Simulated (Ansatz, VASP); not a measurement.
Given: the input of a run of Ansatz 0.2.0 on NbSi.

input.yaml

```yaml
crystal:
  lattice:
    - [3.2183466972, 0.0, 0.0]
    - [0.0, 3.2183466972, 0.0]
    - [0.0, 0.0, 3.2183466972]
  atoms:
    - { symbol: Nb, position: [0.0, 0.0, 0.0] }
    - { symbol: Si, position: [0.5, 0.5, 0.5] }
kpoints:
  mp_grid: { grid: [8, 8, 8] }
scf:
  occupations: { method: fermi_dirac, width: 0.05 }
hamiltonian:
  xc: pbe
  pseudopotentials: { kind: all_electron, lapw: { basis_error: 0.0005 } }
output:
  forces: true
  stress: true
  eigenvalues: true
```

Potentials or basis: all-electron LAPW, scalar-relativistic.

Command:

```console
$ ansatz run input.yaml --threads 1 --pin off --max-ram 3072MiB --backend cpu --events-out ev --progress --plain --runs-dir out
```

Problem. Translate it to VASP 6.6.1. Potentials there: VASP PAW PBE potentials, release 64 (Nb_sv, Si).

Solution. As run (the cutoff follows the program's own potentials):

Contents of INCAR:

```
PREC     = Accurate       # precision mode
ENCUT    = 520            # plane-wave cutoff, eV
EDIFF    = 1E-7           # SCF threshold, eV
ISMEAR   = -1             # smearing method
SIGMA    = 0.05           # smearing width, eV
LREAL    = F              # projectors in reciprocal space
LASPH    = T              # aspherical terms in the spheres
NELM     = 80             # most SCF steps
ALGO     = Normal         # electronic algorithm
ISIF     = 2              # what is computed and relaxed
LWAVE    = F              # write WAVECAR
LCHARG   = T              # write CHGCAR
GGA      = PE             # functional
LELF     = T              # ELF
LVHAR    = T            
NBANDS   = 16             # bands
```

Contents of KPOINTS:

```
Automatic mesh
0
Gamma
  8 8 8
```

File POSCAR:

```
NbSi
1.0
    3.2183466972      0.0000000000      0.0000000000
    0.0000000000      3.2183466972      0.0000000000
    0.0000000000      0.0000000000      3.2183466972
Nb Si
1 1
Direct
    0.0000000000      0.0000000000      0.0000000000
    0.5000000000      0.5000000000      0.5000000000
```

Potentials or basis: VASP PAW PBE potentials, release 64 (Nb_sv, Si).

The run is started by

```console
$ cat potpaw_PBE.64/Nb_sv/POTCAR potpaw_PBE.64/Si/POTCAR > POTCAR
$ mpirun -np 1 vasp_std > vasp.out
```

Both were run:

|  | VASP | Ansatz | Ansatz less VASP |
| --- | --- | --- | --- |
| gap on the k mesh at the Fermi level (eV) | none | none | - |
| pressure (GPa) | -8.9 | -8.7 | +0.20 |

A gap of «none» marks a metal or a gap that the smearing closes. Ansatz ran all-electron here, so the differences hold the error of VASP's frozen core and of both bases.
